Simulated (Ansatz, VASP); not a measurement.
# One calculation of Eu, two programs

The input INCAR:

```
SYSTEM = Eu
PREC = Accurate
ENCUT = 520
EDIFF = 1E-6
ISMEAR = 0
SIGMA = 0.05
LREAL = .FALSE.
LASPH = .TRUE.
NELM = 150
ALGO = Normal
ISIF = 2
LWAVE = .FALSE.
LCHARG = .TRUE.
ISPIN = 2
MAGMOM = 7.89
LORBIT = 11
LMAXMIX = 6
GGA = PE
LELF = .TRUE.
LVHAR = .TRUE.
NBANDS = 18
```

The input KPOINTS:

```
Automatic mesh
0
G
  6 6 6
  0 0 0
```

Contents of POSCAR:

```
Eu
1.0
   -2.2964117604      2.2964117604      2.2964117604
    2.2964117604     -2.2964117604      2.2964117604
    2.2964117604      2.2964117604     -2.2964117604
Eu
1
Direct
    0.0000000000      0.0000000000      0.0000000000
```

Input for Ansatz:

```yaml
crystal:
  lattice:
    - [-2.2964117604, 2.2964117604, 2.2964117604]
    - [2.2964117604, -2.2964117604, 2.2964117604]
    - [2.2964117604, 2.2964117604, -2.2964117604]
  atoms:
    - { symbol: Eu, position: [0.0, 0.0, 0.0], spin: 7.89 }
basis:
  ecutwfc: 600
  ecutrho_ratio: 5
kpoints:
  mp_grid: { grid: [6, 6, 6] }
hamiltonian:
  xc: pbe
scf:
  occupations: { method: gaussian, width: 0.05 }
output:
  forces: true
  stress: true
  eigenvalues: true
  populations: true
magnetization:
  spin_polarized: true
```

Alike in both runs: task single point; functional PBE; k mesh 6 × 6 × 6; occupations gaussian, width 0.05 eV; collinear spin.

|  | VASP | Ansatz |
| --- | --- | --- |
| version | VASP 6.6.1 | Ansatz 0.2.0 |
| potentials or method | VASP PAW PBE potentials, release 64 (Eu) | scalar-relativistic, plane waves, PAW |
| plane-wave cutoff (eV) | 520 | 600 |
| valence electrons in the cell | 17 | 17 |

VASP gave:

- pressure (GPa): -1.8
- net moment per atom (μB): 7.52
- size of the moment on the site where the two differ most (μB): 6.74

Task: Estimate Ansatz's values.

Result: Pressure (GPa): -1.6; net moment per atom (μB): 7.52; size of the moment on the site where the two differ most (μB): 7.17.

Site moments also hang on the region over which each program counts them. Ansatz warned: «given_moment_on_shells».

Caveats: spin-orbit coupling is left out, which moves the levels of the heavy elements. The state reached can hang on the start; a lower one may exist.
